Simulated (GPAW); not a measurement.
Runs of GPAW 26.7.0 on Ru. Symmetry: P6_3/mmc, No. 194, hexagonal system. Conventional cell: a = 2.706 Å, b = 2.706 Å, c = 4.282 Å, α = 90.00°, β = 90.00°, γ = 120.00°. Ru (site symmetry -6m2) has 12 Ru at 2.65 to 2.71 Å as nearest neighbours. 

| task | level | potentials or basis | U | cell | k mesh | cutoff (eV) | maxiter | band path | band points | optimizer | fmax | gap on the mesh (eV) | pressure (GPa) | relaxed volume (Å³/atom) |
| --- | --- | --- | --- | --- | --- | --- | --- | --- | --- | --- | --- | --- | --- | --- |
| band structure | PBE+U | GPAW PAW data sets (gpaw-data 1.2.1), pw | Ru d U = 3.5 eV | as given | 8 × 8 × 5 | 600 | 150 | GMKGALHA,LM,KH | 100 | - | - | - | (b) | - |
| relaxation of cell and atoms | PBEsol | PAW data sets generated in the run's folder for this functional, pw | - | relaxed | 8 × 8 × 5 | 600 | 150 | - | - | LBFGS | 0.05 eV/Å | none | 0.1 | 13.26 |
| band structure | revPBE | the program's PAW data sets (release 1.2.1) made for this functional, pw | - | as given | 11 × 11 × 6 | 600 | 150 | GMKGALHA,LM,KH | 80 | - | - | - | 7.3 | - |
| single point | PBE | GPAW PAW data sets (gpaw-data 1.2.1), pw | - | as given | 9 × 9 × 5 | 450 | 80 | - | - | - | - | none | (a) | - |
| relaxation of cell and atoms | RPBE | the program's PAW data sets (release 1.2.1) made for this functional, pw | - | relaxed | 11 × 11 × 6 | 600 | 150 | - | - | BFGS | 0.02 eV/Å | none | 0.0 | 13.95 |
| relaxation of cell and atoms | RPBE | the program's PAW data sets (release 1.2.1) made for this functional, pw | - | relaxed to 5 GPa | 8 × 8 × 5 | 600 | 150 | - | - | BFGS | 0.02 eV/Å | none | 5.0 | - |
| atomic charges | AM05 | PAW data sets generated in the run's folder for this functional, pw | - | as given | 11 × 11 × 6 | 600 | 150 | - | - | - | - | none | -8.9 | - |

Alike in all rows: no spin polarisation; smearing fermi-dirac 0.05 eV.

Task: Fill in the values left out.

Result: (a) 1.5; (b) -4.9.

Caveats: later steps reuse the first step's grids (some runs); U without spin polarisation on a metal has little footing (some runs); the U is typed as a test and isn't derived for this compound (some runs); the cutoff is short for stress and forces, so pressures can be off by a GPa or more (some runs).

A k mesh can miss the band edges, and the runs leave out spin-orbit coupling on Ru.

A gap of «none» marks a metal or a gap under the smearing width.
